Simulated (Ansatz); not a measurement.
# Structural relaxation of random alloy of the monolayer 2H MoS2-MoSe2 line, x = 0.12 (75 atoms), part 3 of 3

Aim: bring random alloy of the monolayer 2H MoS2-MoSe2 line, x = 0.12 (75 atoms) to a nearby minimum of the energy and see what moves.

Ansatz 0.2.0; Kohn-Sham DFT, PBE, PAW (set soft_2, large core), plane waves.

The cell: 25 Mo, 44 S and 6 Se. The host structure and its lattice constant were typed by rule, without a check against the phase diagram. Only the Γ point is sampled in the main run, in a cell whose shortest periodic width is 14 Å.

So far. Step 3 (Relaxation): The relaxation changed the energy by -26.7 meV/atom, and atoms moved by 0.067 Å r.m.s., 0.19 Å at most. Step 6 (K-mesh 2×2×1): Forces differ from those of the single point at the relaxed geometry by 2.4 meV/Å r.m.s.; the energy by -0.57 meV/atom and the gap by -0.16 eV. It took 12 s and 17 cycles; the reference's time can't be set against it, since the two runs asked for unlike analyses.

## Step 7: Functional HSE06

HSE06 mixes in a quarter of exact exchange at short range, which counters self-interaction, at a higher cost.

This step: Kohn-Sham DFT, HSE06, PAW (set soft_2, large core), plane waves (Ansatz 0.2.0).

The input, input.yaml:

```yaml
crystal:
  lattice:
    - [15.9875, 0.0, 0.0]
    - [-7.99375, 13.84558, 0.0]
    - [0.0, 0.0, 18.5]
  atoms:
    [... the 75 atom lines of step 5 ...]
kpoints:
  mp_grid: { grid: [1, 1, 1] }
hamiltonian:
  xc: hse06
  pseudopotentials: { kind: paw, core: large }
scf:
  occupations: { method: fermi_dirac, width: 0.025 }
output:
  forces: true
  populations: true
  dos:
    method: { smearing: { sigma: 0.08 } }
    de: 0.05
    projected: { site_lists: { Mo: [Mo], S: [S], Se: [Se] } }
  eigenvalues: true
```

Launch:

```bash
$ ansatz run input.yaml --threads 6 --pin off --max-ram 102400MiB --backend cuda --events-out ev --progress --plain --runs-dir out
```

Numbers of over 12 decimals in the logs are rounded to 6 here.

Log:

```text
[...]
GPU FFT provider: cuFFT
GPU libraries: cuBLAS 13.8.2, cuFFT 12.4.0, cuSOLVER 12.3.4
Crystal: 75 atoms, lattice volume = 4095.090 Å³
Basis set: ecut = 420 eV, 80065 PW (Γ), exchange–correlation on 216×216×250 points (8 copies of the dense FFT grid, shifted against one another)
Bands: 400, of which v1, the nominal top of the filled ones, is band 325 counted from 1 (324 counted from 0)
Symmetry: 1 space group operations
[...]
k-points: 1
[...]
GPU buffer pool allocated for 1458000 grid points (all kernels)
[...]
SCF iter   1: F=—  HF=-179161.464024 eV  |F-HF|=—  |Δ(HF+E_count)|=         —  Δρ=5.03e-2  dr2=1.61e2  ethr=2.49e-2  ⟨swp⟩=2.0  Hψ=1952  notcnv=0
[...]
SCF iter  11: F=—  HF=-179125.293765 eV  |F-HF|=—  |Δ(HF+E_count)|=   1.39e-4  Δρ=1.37e-4  dr2=9.72e-4  ethr=4.72e-7  ⟨swp⟩=4.0  Hψ=790  notcnv=0  defer=5
SCF iter  12: F=-179125.293452 eV  HF=-179125.293715 eV  |F-HF|=2.63e-4  |Δ(HF+E_count)|=   5.01e-5  Δρ=7.05e-5  dr2=3.25e-4  ethr=1.49e-7  ⟨swp⟩=4.0  Hψ=752  notcnv=0  defer=5
SCF 1 stopped early in 12 iterations: F = -179125.293452 eV  dr2 = 3.25e-4
[...]
GPU FFT provider: cuFFT
GPU libraries: cuBLAS 13.8.2, cuFFT 12.4.0, cuSOLVER 12.3.4
[...]
GPU buffer pool allocated for 1458000 grid points (all kernels)
[...]
Exchange kernel: α = 0.2500, screened, ω = 0.2079 Å⁻¹, Wigner–Seitz truncation, v(0) = 1034.6947 eV·Å³, q-mesh 1×1×1, nearest image of the exchange supercell L = 15.99 Å, pair-density grid 72×72×80, without the augmentation charges, whose exchange is taken in its separable form (sized by the pseudopotential files, 96×96×125 at the most)
Frozen-core exchange: fock
SCF iter   1: F=—  HF=-179206.443464 eV  |F-HF|=—  |Δ(HF+E_count)|=         —  Δρ=6.66e-3  dr2=3.72e0  ethr=5.00e-7  ⟨swp⟩=8.0  Hψ=2572  notcnv=0  reapply=1
[...]
SCF iter  11: F=—  HF=-179205.904133 eV  |F-HF|=—  |Δ(HF+E_count)|=   4.97e-4  Δρ=3.20e-5  dr2=2.50e-4  ethr=1.04e-7  ⟨swp⟩=4.0  Hψ=905  notcnv=0
SCF iter  12: F=-179205.904086 eV  HF=-179205.904112 eV  |F-HF|=2.54e-5  |Δ(HF+E_count)|=   2.11e-5  Δρ=1.63e-5  dr2=6.68e-5  ethr=3.24e-8  ⟨swp⟩=3.0  Hψ=736  notcnv=0
SCF 2 stopped early in 12 iterations: F = -179205.904086 eV  dr2 = 6.68e-5
  Residual-converged pass: ⟨swp⟩=6.0  Hψ=1381  notcnv=0  max |occ|·‖R‖ = 5.8e-6 eV (tolerance 6.7e-6 eV)  dr2=6.91e-5  dr2_onsite=5.68e-7  max |Δocc| = 0.0e0
hybrid outer 1: dexx = +2.649e-1 eV, tail = 1.59e-4 eV
GPU FFT provider: cuFFT
GPU libraries: cuBLAS 13.8.2, cuFFT 12.4.0, cuSOLVER 12.3.4
GPU buffer pool allocated for 1458000 grid points (all kernels)
[...]
Frozen-core exchange: fock
SCF iter   1: F=—  HF=-179205.903910 eV  |F-HF|=—  |Δ(HF+E_count)|=         —  Δρ=1.70e-5  dr2=2.14e-5  ethr=1.22e-7  ⟨swp⟩=11.0  Hψ=1475  notcnv=0  reapply=1
[...]
SCF iter   9: F=—  HF=-179205.903913 eV  |F-HF|=—  |Δ(HF+E_count)|=   2.58e-8  Δρ=6.45e-7  dr2=5.54e-8  ethr=5.93e-12 (applied; sched 4.33e-12)  ⟨swp⟩=5.0  Hψ=910  notcnv=0
SCF iter  10: F=-179205.903913 eV  HF=-179205.903913 eV  |F-HF|=3.43e-9  |Δ(HF+E_count)|=   5.97e-9  Δρ=3.69e-7  dr2=7.77e-9  ethr=1.06e-11 (applied; sched 4.33e-12)  ⟨swp⟩=2.0  Hψ=729  notcnv=0
SCF 3 converged in 10 iterations: F = -179205.903913 eV  dr2 = 7.77e-9
[...]
hybrid outer 2: dexx = +5.261e-6 eV, tail = 4.32e-8 eV, Δε = 1.68e-3 eV (about 2.83e-5 eV left of the loop's levels), ΔF = 3.75e-3 eV/Å (tail 4.93e-4)
hybrid SCF converged: 2 outer / 22 inner (+12 warm-up), last move |dexx| = 5.26e-6 eV, tail = 4.32e-8 eV
Stability not checked: this state was not tested for a lower state beside it, because the functional holds exact exchange (a hybrid, or Hartree-Fock), whose exchange loop this test does not read (fock_operator; see scf.lower_state_search)
Free energy (F): -179205.903913 eV
Frozen-core exchange: fock
[...]
Internal energy: -179205.903913 eV  (E = F + TS)
E sigma→0 (E₀):  -179205.903913 eV
Fermi energy:    0.268010 eV
[...]
Σ components = -179205.903913   (vs F -179205.903913, Δ=-5.82e-11)
--- Forces (eV/Å), atoms counted from 1 ---
  atom   1  Mo     0.01250100    -0.00583298    -0.00101936
  atom   2  S     -0.00628041    -0.00502262    -0.52675017
  atom   3  S     -0.00070243     0.00569928     0.52544319
  atom   4  Mo     0.00979535     0.00664843    -0.02342093
[...]
atom  75  S     -0.00063064     0.00535679     0.52740710
  max |Σ_I F_I| component: 8.15e-4 eV/Å
--- Band table (eV) ---
[...]
--- Löwdin populations: 75 sites ---
  site symbol       q [e]
     0     Mo     13.6082
     1      S      6.0902
     2      S      6.0940
[...]
74      S      6.0860
  spilling = 0.008384 (of n_electrons = 650.000000)
```

Elapsed: 22 s, on 1 × NVIDIA H100 80GB HBM3 with 6 threads of AMD EPYC 7R13 (Zen 3), shared host; peak memory 3 GiB; 30 s of CPU time.

That memory is the host's; the program planned up to 10.2 GiB on the GPU.

Geometry and reference: those of the single point at the relaxed geometry.

Forces differ from those of the single point at the relaxed geometry by 251 meV/Å r.m.s.; the gap by +0.60 eV. It took 22 s and 34 cycles; the reference's time can't be set against it, since the two runs asked for unlike analyses.

The run gave:

```
free energy                                      : -179205.9039 eV
free energy per atom                             : -2389.4121 eV/atom
SCF cycles                                       : 34
r.m.s. force component                           : 0.251 eV/Å
longest force                                    : 0.5978 eV/Å
Fermi energy                                     : 0.268 eV
gap (highest filled to lowest empty level) : 2.551 eV
spilling of the projection                       : 0.008384
```

Length of the force by element:

```tsv
element	coordination	atoms	mean length of the force (eV/Å)	spread	least	most
Mo	all	25	0.0217	0.0131	0.0037	0.0676
S	all	44	0.523	0.0057	0.506	0.530
Se	all	6	0.592	0.0062	0.582	0.598
```

Löwdin charges by element (they lack the spilled electrons, 0.073 e an atom on average):

```tsv
element	coordination	atoms	mean charge (e)	spread	least	most
Mo	all	25	0.387	0.0064	0.373	0.393
S	all	44	-0.09	0.0029	-0.097	-0.0844
Se	all	6	-0.046	0.0056	-0.0522	-0.0381
```

Density of states as counts of states in windows of 0.5 eV (from the Fermi level), total and the larger projections:

```tsv
from (eV)	to (eV)	total	S p	Mo d	Se p
-10	-8	0.0	0.0	0.0	0.0
-8	-7.5	4.3	2.3	1.2	0.2
-7.5	-7	29.8	17.7	7.8	1.5
-7	-6.5	27.9	14.3	10.1	1.9
-6.5	-6	13.0	8.6	2.5	1.0
-6	-5.5	38.5	21.4	11.5	1.9
-5.5	-5	23.9	11.4	7.1	1.9
-5	-4.5	42.6	24.9	13.7	2.8
-4.5	-4	18.0	10.6	4.8	1.6
-4	-3.5	36.1	19.1	13.9	1.9
-3.5	-3	25.9	16.0	5.3	3.4
-3	-2.5	31.7	23.2	4.0	3.3
-2.5	-2	31.8	10.2	17.3	2.7
-2	-1.5	18.2	4.3	12.6	0.5
-1.5	-1	8.3	1.9	5.7	0.3
-1	1	0.0	0.0	0.0	0.0
1	1.5	25.8	5.7	17.3	1.2
1.5	2	51.8	14.4	32.6	2.1
```

Between -26 and -10 eV lie 100 more states.

The stored curve holds about 450 of the 650 electrons; the rest, give or take the few that broadening carries across the Fermi level, lie in deeper levels below its range.

The levels nearest the highest filled one (over half full), pooled over k-points and spins:

```tsv
level less the highest filled one (eV)	occupation
-0.224	2
-0.217	2
-0.213	2
-0.200	2
-0.195	2
0	2
2.55	0
2.56	0
2.57	0
2.58	0
2.59	0
2.60	0
```

## Step 8: Functional PBEsol

PBEsol restores the gradient expansion of exchange for slowly varying densities and usually gives shorter bonds in solids than PBE.

This step: Kohn-Sham DFT, PBEsol, PAW (set soft_2, large core), plane waves (Ansatz 0.2.0).

input.yaml, as its differences from that of step 7:

```diff
@@ -10,3 +10,3 @@
 hamiltonian:
-  xc: hse06
+  xc: pbesol
   pseudopotentials: { kind: paw, core: large }
```

Log:

```text
[...]
GPU FFT provider: cuFFT
GPU libraries: cuBLAS 13.8.2, cuFFT 12.4.0, cuSOLVER 12.3.4
Crystal: 75 atoms, lattice volume = 4095.090 Å³
Basis set: ecut = 420 eV, 80065 PW (Γ), exchange–correlation on 216×216×250 points (8 copies of the dense FFT grid, shifted against one another)
Bands: 400, of which v1, the nominal top of the filled ones, is band 325 counted from 1 (324 counted from 0)
Symmetry: 1 space group operations
[...]
k-points: 1
[...]
GPU buffer pool allocated for 1458000 grid points (all kernels)
[...]
SCF iter   1: F=—  HF=-176677.934982 eV  |F-HF|=—  |Δ(HF+E_count)|=         —  Δρ=5.00e-2  dr2=1.55e2  ethr=3.10e-3  ⟨swp⟩=8.0  Hψ=1914  notcnv=0
[...]
SCF iter  17: F=—  HF=-176641.255024 eV  |F-HF|=—  |Δ(HF+E_count)|=   2.86e-8  Δρ=1.15e-6  dr2=1.53e-7  ethr=1.54e-11  ⟨swp⟩=16.0  Hψ=2421  notcnv=0
SCF iter  18: F=-176641.255024 eV  HF=-176641.255024 eV  |F-HF|=1.03e-8  |Δ(HF+E_count)|=   1.26e-8  Δρ=5.39e-7  dr2=2.55e-8  ethr=1.54e-11  ⟨swp⟩=4.0  Hψ=1146  notcnv=0
SCF 1 converged in 18 iterations: F = -176641.255024 eV  dr2 = 2.55e-8
[...]
SCF converged after 18 iterations
Free energy (F): -176641.255024 eV
[...]
Internal energy: -176641.255024 eV  (E = F + TS)
E sigma→0 (E₀):  -176641.255024 eV
Fermi energy:    0.372191 eV
[...]
Σ components = -176641.255024   (vs F -176641.255024, Δ=0.00e0)
--- Forces (eV/Å), atoms counted from 1 ---
  atom   1  Mo     0.00019444     0.00172562    -0.00465795
  atom   2  S      0.00256394     0.00410469    -0.36540509
  atom   3  S     -0.00195502     0.01026496     0.35885282
  atom   4  Mo     0.00027931    -0.00434372    -0.00555427
[...]
atom  75  S      0.00163868     0.00214270     0.36286661
  max |Σ_I F_I| component: 8.38e-6 eV/Å
--- Band table (eV) ---
[...]
--- Löwdin populations: 75 sites ---
  site symbol       q [e]
     0     Mo     13.6799
     1      S      6.0608
     2      S      6.0644
[...]
74      S      6.0567
  spilling = 0.007851 (of n_electrons = 650.000000)
```

Run time: 4.5 s. Hardware: 1 × NVIDIA H100 80GB HBM3 with 6 threads; peak memory 1.7 GiB.

That memory is the host's; the program planned up to 7.3 GiB on the GPU.

Geometry and reference: those of the single point at the relaxed geometry.

Forces differ from those of the single point at the relaxed geometry by 174 meV/Å r.m.s.; the gap by -0.0069 eV.

## Step 9: What each setting buys

Each row is set against the single point at the relaxed geometry (Kohn-Sham DFT, PBE, PAW (set soft_2, large core), plane waves; r.m.s. force component 0.00133 eV/Å). Energies are set beside the reference only for runs with its functional, potentials and electron count. Times are for 1 × NVIDIA H100 80GB HBM3 with 6 threads of AMD EPYC 7R13 (Zen 3), shared host. The reference's time includes grids, which some other runs skip.

```tsv
run	Δ force, r.m.s. (meV/Å)	Δ energy (meV/atom)	Δ gap (eV)	cycles	time	host memory (GiB)	planned on the GPU (GiB)
reference	-	-	-	17	7.5 s	1.8	7.3
k-mesh 2×2×1	2.37	-0.572	-0.156	17	12 s	3.8	35
functional HSE06	251	-	0.604	34	22 s	3.0	10
functional PBEsol	174	-	-0.0069	18	4.5 s	1.7	7.3
```

## Step 10: Results

```json
{"energy change in the relaxation": "-26.71 meV/atom", "r.m.s. displacement": "0.067 Å", "largest displacement": "0.191 Å", "free energy per atom": "-2388.3383 eV/atom", "r.m.s. force component": "0.00133 eV/Å", "gap (highest filled to lowest empty level)": "1.946 eV", "potential in mid-vacuum, over the Fermi level": "4.911 eV", "wall time of the 6 DFT runs": "62 s"}
```

In words: Relaxation lowers the energy by 26.7 meV/atom and moves atoms by 0.067 Å r.m.s.; the r.m.s. force component goes from 0.70 to 0.0013 eV/Å. By the final cutoffs no bond was broken or made. From the first step to the last the energy fell by 2.003 eV, and the largest move was 0.19 Å (Se9, with 1 other atom within 2 % of it). The Mo-Se bonds change most in mean length: from 2.430 Å (spread 0.026) to 2.539 Å (spread 0.003). Counting bonds as in the table, all Mo atoms have 6, all S atoms have 3 and all Se atoms have 3 bonded neighbours. Between filled and empty levels lie 1.95 eV at Γ alone; the mesh holds the band edges only if they fold onto it, so the gap at this level can be narrower or closed, and states at the surface or the caps may set it. The potential stands 5.90 eV above the highest filled level over the upper face and 5.84 eV under the lower one, a reading of the ionisation potential at this level on the run's k-points, but a rough one: there is no dipole correction, and the values are taken inside the vacuum, not at the faces.

Among the changes of functional, dispersion, potentials or spin set against this reference, functional HSE06 moves the forces most, by 251 meV/Å r.m.s. The gap changes by +0.60 eV with HSE06.

[Logs are printed without paths, hosts, clocks, repeated set-up lines and the standing remarks that a program may print on its own settings, such as how far it seeks lower states.]

[Hosts, paths, dates, database ids (printed as entryN), source tags and the programs' standing remarks are cut or masked in the printed files.]
